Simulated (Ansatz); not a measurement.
A (101) slab of Si₂Mo (I4/mmm (No. 139)), 11 planes, outer planes Si (top) and Si (bottom), with 11 atoms (Si8Mo3) in a surface cell of A = 13.679 Å², as cut from the bulk:

```xyz
11
Lattice="3.2168 0.0000 0.0000 -1.6084 4.2524 0.0000 0.0000 0.0000 24.9157" Properties=species:S:1:pos:R:3 pbc="T T T"
Si    1.6084    1.8102    7.5000
Si    0.0000    3.6590    8.4821
Mo    0.0000    1.2167    9.4800
Si    1.6084    3.0269   10.4779
Si    1.6084    0.6233   11.4600
Mo    0.0000    2.4335   12.4578
Si    1.6084    4.2436   13.4557
Si    1.6084    1.8400   14.4378
Mo    0.0000    3.6502   15.4357
Si    0.0000    1.2079   16.4336
Si    1.6084    3.0567   17.4157
```

Method: DFT PBE, scalar-relativistic, plane waves, PAW (Ansatz 0.2.0). Plane waves to 420 eV, a k mesh through Γ of 11×8×1 on the computed 11-atom cell and Gaussian smearing (0.10 eV); no spin polarisation. The cell repeats along c with a dipole correction in the vacuum.

The relaxed slab holds 3 formula units of Si2Mo and 2 further Si. Against those formula units in the bulk and the further Si in its standard state it lies 4.053 eV higher. The formation energy of Si2Mo from the standard states is -1.482 eV a formula unit (uncorrected, no zero-point or thermal terms).

**Question.** Over what range can the chemical potential of Si vary, and what is the surface energy at both ends?

**Answer.** In contact with the bulk, 2μ(Si) + μ(Mo) is fixed. With Δμ counted from the standard states, Δμ(Si) ≤ 0 keeps elemental Si from forming, and Δμ(Mo) ≤ 0 requires Δμ(Si) ≥ ΔH/2 = -0.741 eV. Other compounds of Si and Mo can narrow this range. Then γ, the mean of both faces, = [4.053 eV − 2.00·Δμ(Si)]/(2A). At the Si-rich end (Δμ = 0): 4.053/(2 × 13.679) × 16.02 = 2.37 J/m². At the Si-poor end: (4.053 + 1.482)/(2 × 13.679) × 16.02 = 3.24 J/m².

**Question.** How does its energy depend on growth conditions?

**Answer.** It carries an excess of Si, so its energy falls by 1.17 J/m² for each eV that μ(Si) rises: Si-rich conditions lower it; whether it appears depends on the other terminations.